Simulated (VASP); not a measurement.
# ZrH3 (Pm-3m) in VASP: notebook

Runs on ZrH3. Level: PBEsol. Tasks: single point.

All numbers are computed with VASP 6.6.1; they aren't measurements. Logs are shortened: lines on timing, memory, paths and dates and some standing lists are left out, and cuts for length are marked.

### 1 The cell of the first run

The structure is cubic, space group Pm-3m (No. 221). Conventional cell: a = 3.236 Å, b = 3.236 Å, c = 3.236 Å, α = 90.00°, β = 90.00°, γ = 90.00°. Around Zr (site symmetry m-3m) lie 12 H at 2.29 Å. H (site symmetry 4/mmm) has 4 Zr at 2.29 Å and 8 H at 2.29 Å as nearest neighbours.

The cell comes from a database or a generator and needn't be the stable form of this composition.

### 2 Single point, PBEsol (Hf replaced by Zr, lengths x 1.000, strained and moved within the space group)

Input file INCAR:

```
SYSTEM = ZrH3
PREC     = Accurate       ! precision mode
ENCUT    = 520            ! plane-wave cutoff, eV
EDIFF    = 1E-6           ! SCF threshold, eV
ISMEAR   = 0              ! smearing method
SIGMA    = 0.1            ! smearing width, eV
LREAL    = .False.        ! projectors in reciprocal space
LASPH    = .True.         ! aspherical terms in the spheres
NELM     = 100            ! most SCF steps
ALGO     = Normal         ! electronic algorithm
ISIF     = 2              ! what is computed and relaxed
LWAVE    = .False.        ! write WAVECAR
LCHARG   = .True.         ! write CHGCAR
GGA      = PS             ! functional
LELF     = .True.         ! ELF
LVHAR    = .True.       
NBANDS   = 16             ! bands
```

Input file KPOINTS:

```
regular mesh
0
Gamma
  14 14 14
  0 0 0
```

Input file POSCAR:

```
ZrH3
1.0
    3.2357896826      0.0000000000      0.0000000000
    0.0000000000      3.2357896826      0.0000000000
    0.0000000000      0.0000000000      3.2357896826
Zr H
1 3
Direct
    0.0000000000      0.0000000000      0.0000000000
    0.0000000000      0.5000000000      0.5000000000
    0.5000000000      0.0000000000      0.5000000000
    0.5000000000      0.5000000000      0.0000000000
```

Potentials or basis: VASP PAW PBE potentials, release 64 (Zr_sv, H).

Started as:

```bash
$ cat potpaw_PBE.64/Zr_sv/POTCAR potpaw_PBE.64/H/POTCAR > POTCAR
$ mpirun -np 1 vasp_std > vasp.out
```

OUTCAR:

```text
SYSTEM = ZrH3
   PREC = Accurate
   ENCUT = 520
   EDIFF = 1E-6
   ISMEAR = 0
   LREAL = .False.
   LASPH = .True.
   NELM = 100
   ISIF = 2
   GGA = PS

 ion  position               nearest neighbor table
   1  0.000  0.000  0.000-   2 2.29   3 2.29   4 2.29   2 2.29   3 2.29   2 2.29   4 2.29   2 2.29
                             3 2.29   4 2.29   3 2.29   4 2.29
   2  0.000  0.500  0.500-   1 2.29   1 2.29   1 2.29   1 2.29
   3  0.500  0.000  0.500-   1 2.29   1 2.29   1 2.29   1 2.29
   4  0.500  0.500  0.000-   1 2.29   1 2.29   1 2.29   1 2.29

  LATTYP: Found a simple cubic cell.
 ALAT       =     3.2357896826

  Lattice vectors:

 A1 = (   3.2357896826,   0.0000000000,   0.0000000000)
 A2 = (   0.0000000000,   3.2357896826,   0.0000000000)
 A3 = (   0.0000000000,   0.0000000000,   3.2357896826)

Analysis of symmetry for initial positions (statically):
=====================================================================
 Subroutine PRICEL returns:
 Original cell was already a primitive cell.

 Routine SETGRP: Setting up the symmetry group for a
 simple cubic supercell.

 Subroutine GETGRP returns: Found 48 space group operations
 (whereof 48 operations were pure point group operations)
 out of a pool of 48 trial point group operations.

The static configuration has the point symmetry O_h .

Analysis of symmetry for dynamics (positions and initial velocities):
=====================================================================
 Subroutine PRICEL returns:
 Original cell was already a primitive cell.

 Routine SETGRP: Setting up the symmetry group for a
 simple cubic supercell.

 Subroutine GETGRP returns: Found 48 space group operations
 (whereof 48 operations were pure point group operations)
 out of a pool of 48 trial point group operations.

The dynamic configuration has the point symmetry O_h .

 Subroutine INISYM returns: Found 48 space group operations
 (whereof 48 operations are pure point group operations),
 and found     1 'primitive' translations

----------------------------------------------------------------------------------------

                                     Primitive cell

  volume of cell :      33.8798

  direct lattice vectors                    reciprocal lattice vectors
     3.235789683  0.000000000  0.000000000     0.309043571  0.000000000  0.000000000
     0.000000000  3.235789683  0.000000000     0.000000000  0.309043571  0.000000000
     0.000000000  0.000000000  3.235789683     0.000000000  0.000000000  0.309043571

  length of vectors
     3.235789683  3.235789683  3.235789683     0.309043571  0.309043571  0.309043571

  position of ions in fractional coordinates (direct lattice)
     0.000000000  0.000000000  0.000000000
     0.000000000  0.500000000  0.500000000
     0.500000000  0.000000000  0.500000000
     0.500000000  0.500000000  0.000000000

  ion indices of the primitive-cell ions
   primitive index   ion index
                 1           1
                 2           2
                 3           3
                 4           4

----------------------------------------------------------------------------------------

 KPOINTS: regular mesh

Automatic generation of k-mesh.
 Grid dimensions read from file:
 generate k-points for:   14   14   14

 Generating k-lattice:

  Cartesian coordinates                     Fractional coordinates (reciprocal lattice)
     0.022074541  0.000000000  0.000000000     0.071428571  0.000000000  0.000000000
     0.000000000  0.022074541  0.000000000     0.000000000  0.071428571  0.000000000
     0.000000000  0.000000000  0.022074541     0.000000000  0.000000000  0.071428571

  Length of vectors
     0.022074541  0.022074541  0.022074541

  Shift w.r.t. Gamma in fractional coordinates (k-lattice)
     0.000000000  0.000000000  0.000000000

 Subroutine IBZKPT returns following result:
 ===========================================

 Found    120 irreducible k-points:

 Following reciprocal coordinates:
            Coordinates               Weight
  0.000000  0.000000  0.000000      1.000000
  0.071429  0.000000  0.000000      6.000000
  0.142857  0.000000  0.000000      6.000000
  0.214286  0.000000  0.000000      6.000000
  0.285714  0.000000  0.000000      6.000000
  0.357143  0.000000  0.000000      6.000000
[... 16 lines left out ...]
  0.285714  0.214286  0.000000     24.000000
  0.357143  0.214286  0.000000     24.000000
 [... further k-points ...]
   k-points           NKPTS =    120   k-points in BZ     NKDIM =    120   number of bands    NBANDS=     16
   number of dos      NEDOS =    301   number of ions     NIONS =      4
   total plane-waves  NPLWV =  13824
   dimension x,y,z NGX =    24 NGY =   24 NGZ =   24
   dimension x,y,z NGXF=    48 NGYF=   48 NGZF=   48
   ions per type =               1   3
   NGX,Y,Z   is equivalent  to a cutoff of  12.33, 12.33, 12.33 a.u.
   NGXF,Y,Z  is equivalent  to a cutoff of  24.66, 24.66, 24.66 a.u.
 SYSTEM =  ZrH3
   PREC   = accura    normal or accurate (medium, high low for compatibility)
   ISTART =      0    job   : 0-new  1-cont  2-samecut
   ICHARG =      2    charge: 1-file 2-atom 10-const
   ISPIN  =      1    spin polarized calculation?
   LNONCOLLINEAR =      F non collinear calculations
   LSORBIT =      F    spin-orbit coupling
   LASPH  =      T    aspherical Exc in radial PAW
   ENCUT  =  520.0 eV  38.22 Ry    6.18 a.u.   6.02  6.02  6.02*2*pi/ulx,y,z
   NELM   =    100;   NELMIN=  2; NELMDL= -5     # of ELM steps
   EDIFF  = 0.1E-05   stopping-criterion for ELM
   LREAL  =      F    real-space projection
   EDIFFG = 0.1E-04   stopping-criterion for IOM
   NSW    =      0    number of steps for IOM
   IBRION =     -1    ionic relax: 0-MD 1-quasi-New 2-CG
   NFREE  =      0    steps in history (QN), initial steepest desc. (CG)
   ISIF   =      2    stress and relaxation
   ISYM   =      2    0-nonsym 1-usesym 2-fastsym
   POTIM  = 0.5000    time-step for ionic-motion
   TEBEG  =    0.0;   TEEND  =   0.0 temperature during run
   PSTRESS=    0.0 pullay stress
   NELECT =      15.0000    total number of electrons
   NUPDOWN=      -1.0000    fix difference up-down
   EMIN   =  10.00;   EMAX   =-10.00  energy-range for DOS
   EFERMI =   0.00;   METHOD = LEGACY
   ISMEAR =     0;   SIGMA  =   0.10  broadening in eV -4-tet -1-fermi 0-gaus
   EFERMI_NEDOS =   21; number of points for ismear=-14 and -15
   IALGO  =     38    algorithm
   IMIX   =      4    mixing-type and parameters
     AMIX     =   0.40;   BMIX     =  1.00
     AMIX_MAG =   1.60;   BMIX_MAG =  1.00
  volume/ion in A,a.u.               =       8.47        57.16
  Fermi-wavevector in a.u.,A,eV,Ry     =   1.247742  2.357891 21.182384  1.556861
  Thomas-Fermi vector in A             =   2.381861
   LORBIT       =      0    0 simple, 1 ext, 2 COOP (PROOUT), +10 PAW based schemes
   GGA     = PS    functional components
   LHFCALC =     F    Hartree Fock is set to
   AEXX    =    0.0000 exact exchange contribution
   IVDW    =     0    specifies the selected vdW correction
   LEPSILON=     F    determine dielectric tensor
   LRPA    =     F    only Hartree local field effects (RPA)
 non-spin polarized calculation
 Gauss-broadening in eV      SIGMA  =   0.10
  energy-cutoff  :      520.00
  volume of cell :       33.88
 maximum number of plane-waves:       931
   NGX = 13   NGY = 13   NGZ = 13

 number of electron      14.9999993 magnetization

 Free energy of the ion-electron system (eV)
  ---------------------------------------------------
  ext. energy  EPLUGINS =         0.00000000
  ---------------------------------------------------
  free energy    TOTEN  =       -20.16385368 eV

  energy without entropy =      -20.15945965  energy(sigma->0) =      -20.16165667

 E-fermi :   6.6859     XC(G=0): -10.8631

 val. band max:        6.6624792449   @ k =   0.4286   0.2143   0.2143
 cond. band min:       6.6888696313   @ k =   0.4286   0.4286   0.2143
 fundamental gap:      0.0263903864
 Fermi energy:         6.6859369266

 k-point     1 :       0.0000    0.0000    0.0000
  band No.  band energies     occupation
      1     -42.7171      2.00000
      2     -20.5196      2.00000
      3     -20.5196      2.00000
      4     -20.5196      2.00000
      5      -2.8775      2.00000
      6       2.9188      2.00000
[... 8 lines left out ...]
     15      14.3716      0.00000
     16      18.6239      0.00000

 k-point     2 :       0.0714    0.0000    0.0000
  band No.  band energies     occupation
      1     -42.7149      2.00000
      2     -20.5470      2.00000
      3     -20.5173      2.00000
      4     -20.5173      2.00000
      5      -2.7889      2.00000
      6       2.9244      2.00000
[... 8 lines left out ...]
     15      14.6216      0.00000
     16      19.0926      0.00000

 k-point     3 :       0.1429    0.0000    0.0000
  band No.  band energies     occupation
      1     -42.7087      2.00000
      2     -20.6230      2.00000
      3     -20.5110      2.00000
      4     -20.5110      2.00000
      5      -2.5300      2.00000
      6       2.9092      2.00000
[... 8 lines left out ...]
     15      15.2446      0.00000
     16      20.2896      0.00000

 k-point     4 :       0.2143    0.0000    0.0000
  band No.  band energies     occupation
      1     -42.6998      2.00000
      2     -20.7311      2.00000
      3     -20.5018      2.00000
      4     -20.5018      2.00000
      5      -2.1184      2.00000
      6       2.7890      2.00000
[... 8 lines left out ...]
     15      16.0352      0.00000
     16      21.8322      0.00000
[... 324 lines left out ...]
 k-point    22 :       0.2143    0.2143    0.0000
  band No.  band energies     occupation
      1     -42.6828      2.00000
      2     -20.7181      2.00000
      3     -20.6960      2.00000
      4     -20.4844      2.00000
      5      -1.4366      2.00000
      6       3.1993      2.00000
[... 8 lines left out ...]
     15      17.7245      0.00000
     16      21.4919      0.00000

 k-point    23 :       0.2857    0.2143    0.0000
  band No.  band energies     occupation
      1     -42.6730      2.00000
      2     -20.8221      2.00000
      3     -20.6922      2.00000
      4     -20.4744      2.00000
      5      -0.9604      2.00000
      6       2.8736      2.00000
[... 8 lines left out ...]
     15      18.5828      0.00000
     16      20.3255      0.00000

 k-point    24 :       0.3571    0.2143    0.0000
  band No.  band energies     occupation
      1     -42.6642      2.00000
      2     -20.9225      2.00000
      3     -20.6803      2.00000
      4     -20.4654      2.00000
      5      -0.4050      2.00000
      6       2.3188      2.00000
[... 8 lines left out ...]
     15      19.3995      0.00000
     16      19.8755      0.00000

 [... further k-points ...]

------------------------ aborting loop because EDIFF is reached ----------------------------------------

  FORCE on cell =-STRESS in cart. coord.  units (eV):
  Direction    XX          YY          ZZ          XY          YZ          ZX
  --------------------------------------------------------------------------------------
  -------------------------------------------------------------------------------------
  Total       -3.1636726     -3.1636726     -3.1636726      0.0000000      0.0000000     -0.0000000
  in kB     -149.6102196   -149.6102196   -149.6102196      0.0000000      0.0000000     -0.0000000
  external PRESSURE =    -149.6102196 kB  Pullay stress =       0.0000000 kB

 VOLUME and BASIS-vectors are now :
 -----------------------------------------------------------------------------
  energy-cutoff  :      520.00
  volume of cell :       33.88
      direct lattice vectors                 reciprocal lattice vectors
     3.235789683  0.000000000  0.000000000     0.309043571  0.000000000  0.000000000
     0.000000000  3.235789683  0.000000000     0.000000000  0.309043571  0.000000000
     0.000000000  0.000000000  3.235789683     0.000000000  0.000000000  0.309043571

 POSITION                                       TOTAL-FORCE (eV/Angst)
 -----------------------------------------------------------------------------------
      0.00000      0.00000      0.00000         0.000000      0.000000      0.000000
      0.00000      1.61789      1.61789         0.000000      0.000000      0.000000
      1.61789      0.00000      1.61789         0.000000      0.000000      0.000000
      1.61789      1.61789      0.00000         0.000000      0.000000      0.000000
 -----------------------------------------------------------------------------------
    total drift:                                0.000000      0.000000      0.000000

  FREE ENERGIE OF THE ION-ELECTRON SYSTEM (eV)
  ---------------------------------------------------
  free  energy   TOTEN  =       -20.1638536772 eV

  energy  without entropy=      -20.1594596533  energy(sigma->0) =      -20.16165667
```

Run time: 48 s. Hardware: 1 thread of Intel Xeon Platinum 8259CL at 2.50GHz (Skylake/Cascade Lake), shared host; peak memory 0.18 GiB.

Results:

```
Free energy            : -20.1639 eV
Pressure               : -15.0 GPa
Band gap on the k mesh : none (metal or under the smearing width)
```

Levels at points of the mesh, in eV from the Fermi level:
```
           k point  band 3  band 4  band 5  band 6  band 7  band 8  band 9  band 10  band 11  band 12
(0.00, 0.00, 0.00)  -27.21  -27.21   -9.56   -3.77   -3.77    3.25    3.25     3.25     5.31     5.31
(0.50, 0.00, 0.00)  -27.16  -27.16   -6.24   -6.06   -1.33    0.11    0.84     0.84     3.48     5.03
(0.50, 0.50, 0.00)  -27.65  -27.12   -6.21   -3.36   -3.36   -1.54    1.37     1.37     4.64     7.33
(0.50, 0.50, 0.50)  -27.57  -27.57   -5.33   -5.33   -5.33    3.70    4.82     4.82     5.27     5.27
```

Caveat: the PAW data sets were made with another functional, which shifts forces and pressure a little.

### 3 Single point, PBEsol (Hf replaced by Zr, lengths x 1.000, strained and moved within the space group)

Input file INCAR:

```
SYSTEM = ZrH3
PREC     = Accurate       ! precision mode
ENCUT    = 520            ! plane-wave cutoff, eV
EDIFF    = 1E-6           ! SCF threshold, eV
ISMEAR   = 0              ! smearing method
SIGMA    = 0.1            ! smearing width, eV
LREAL    = .FALSE.        ! projectors in reciprocal space
LASPH    = .TRUE.         ! aspherical terms in the spheres
NELM     = 100            ! most SCF steps
ALGO     = Normal         ! electronic algorithm
ISIF     = 2              ! what is computed and relaxed
LWAVE    = .FALSE.        ! write WAVECAR
LCHARG   = .FALSE.        ! write CHGCAR
GGA      = PS             ! functional
NBANDS   = 16             ! bands
```

Input file KPOINTS:

```
Automatic mesh
0
G
  6 6 6
  0 0 0
```

POSCAR is that of step 2.

Potentials or basis: VASP PAW PBE potentials, release 64 (Zr_sv, H).

Started as:

```bash
$ cat potpaw_PBE.64/Zr_sv/POTCAR potpaw_PBE.64/H/POTCAR > POTCAR
$ mpirun -np 1 vasp_std > vasp.out
```

OUTCAR:

```text
SYSTEM = ZrH3
   PREC = Accurate
   ENCUT = 520
   EDIFF = 1E-6
   ISMEAR = 0
   LREAL = .FALSE.
   LASPH = .TRUE.
   NELM = 100
   ISIF = 2
   GGA = PS

 ion  position               nearest neighbor table
   1  0.000  0.000  0.000-   2 2.29   3 2.29   4 2.29   2 2.29   3 2.29   2 2.29   4 2.29   2 2.29
                             3 2.29   4 2.29   3 2.29   4 2.29
   2  0.000  0.500  0.500-   1 2.29   1 2.29   1 2.29   1 2.29
   3  0.500  0.000  0.500-   1 2.29   1 2.29   1 2.29   1 2.29
   4  0.500  0.500  0.000-   1 2.29   1 2.29   1 2.29   1 2.29

[... 574 lines left out ...]
  --------------------------------------------------------------------------------------
  -------------------------------------------------------------------------------------
  Total       -3.0430048     -3.0430048     -3.0430048     -0.0000000     -0.0000000      0.0000000
  in kB     -143.9038341   -143.9038341   -143.9038341     -0.0000000     -0.0000000      0.0000000
  external PRESSURE =    -143.9038341 kB  Pullay stress =       0.0000000 kB

 VOLUME and BASIS-vectors are now :
 -----------------------------------------------------------------------------
  energy-cutoff  :      520.00
  volume of cell :       33.88
      direct lattice vectors                 reciprocal lattice vectors
     3.235789683  0.000000000  0.000000000     0.309043571  0.000000000  0.000000000
     0.000000000  3.235789683  0.000000000     0.000000000  0.309043571  0.000000000
     0.000000000  0.000000000  3.235789683     0.000000000  0.000000000  0.309043571

 POSITION                                       TOTAL-FORCE (eV/Angst)
 -----------------------------------------------------------------------------------
      0.00000      0.00000      0.00000         0.000000      0.000000      0.000000
      0.00000      1.61789      1.61789         0.000000      0.000000      0.000000
      1.61789      0.00000      1.61789         0.000000      0.000000      0.000000
      1.61789      1.61789      0.00000         0.000000      0.000000      0.000000
 -----------------------------------------------------------------------------------
    total drift:                                0.000000      0.000000      0.000000

  FREE ENERGIE OF THE ION-ELECTRON SYSTEM (eV)
  ---------------------------------------------------
  free  energy   TOTEN  =       -20.1316964680 eV

  energy  without entropy=      -20.1141707495  energy(sigma->0) =      -20.12293361
```

Run time: 13 s. Hardware: 1 thread of Intel Xeon Platinum 8259CL at 2.50GHz (Skylake/Cascade Lake), shared host; peak memory 0.14 GiB.

Results:

* Free energy: -20.1317 eV
* Pressure: -14.4 GPa
* Band gap on the k mesh: none (metal or under the smearing width)

Levels at points of the mesh, in eV from the Fermi level:
```csv
k point,band 5,band 6,band 7,band 8,band 9,band 10
"(0.00, 0.00, 0.00)",-9.54,-3.73,-3.73,3.30,3.30,3.30
"(0.50, 0.00, 0.00)",-6.22,-6.04,-1.28,0.13,0.89,0.89
"(0.50, 0.50, 0.00)",-6.19,-3.34,-3.34,-1.50,1.42,1.42
"(0.50, 0.50, 0.50)",-5.31,-5.31,-5.31,3.72,4.88,4.88
```

Caveat: the PAW data sets were made with another functional, which shifts forces and pressure a little.
